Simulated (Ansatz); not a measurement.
Runs of Ansatz 0.2.0 on MnAs. Symmetry: P6_3/mmc, No. 194, hexagonal system. The conventional cell has a = 3.710 Å, b = 3.710 Å, c = 5.691 Å, α = 90.00°, β = 90.00°, γ = 120.00°. Around As (site symmetry -6m2) lie 6 Mn at 2.57 Å. Mn (site symmetry -3m) has 6 As at 2.57 Å and 2 Mn at 2.85 Å as nearest neighbours. 

```csv
task,level,spin,cell,k mesh,atoms under strain,points for each segment of the path,gap on the mesh (eV),pressure (GPa),moment (μB),relaxed volume (Å³/atom)
relaxation of cell and atoms,PBEsol+D3(BJ),"collinear, ferromagnetic start",relaxed,8 × 8 × 5,-,-,-,0.0,4.41,14.12
relaxation of cell and atoms,RPBE,"collinear, ferromagnetic start",relaxed,8 × 8 × 5,-,-,none,0.0,6.36,16.97
elastic constants,PBE,"collinear, ferromagnetic start",as given,6 × 6 × 4,relaxed,-,none,(c),(a),-
band structure,revPBE,"collinear, ferromagnetic start",as given,8 × 8 × 5,-,14,none,(b),6.36,-
band structure,PBEsol,"non-collinear, ferromagnetic start, SOC",as given,6 × 6 × 4,-,14,none,-8.9,6.20,-
```

Alike in all rows: potentials or basis Ansatz PAW; cutoff (eV) 420; smearing fermi-dirac 0.05 eV.

Task: Fill in the values left out.

Result: (a) 6.25; (b) -0.9; (c) -3.7.

Caveats: the PAW data sets come from PBE, with cores solved anew for the run's functional, which leaves a small shift of forces and pressure (some runs); the plane-wave basis is chosen anew once the cell has moved, so the energies of steps on either side of that aren't comparable (some runs); the volume moved by over 15 % at a fixed basis, so the end points are rough (some runs); the volume moved by -17 % from the deposited cell, more than functionals usually miss (some runs); the cell is more than 3 GPa from zero pressure, which shifts response properties (some runs); elastic constants of metals need much finer meshes, so these are rough (some runs); the thresholds are loose for stress (some runs).

A k mesh can miss the band edges, and rows without SOC leave out spin-orbit coupling on As.

A gap of «none» marks a metal or a gap under the smearing width.
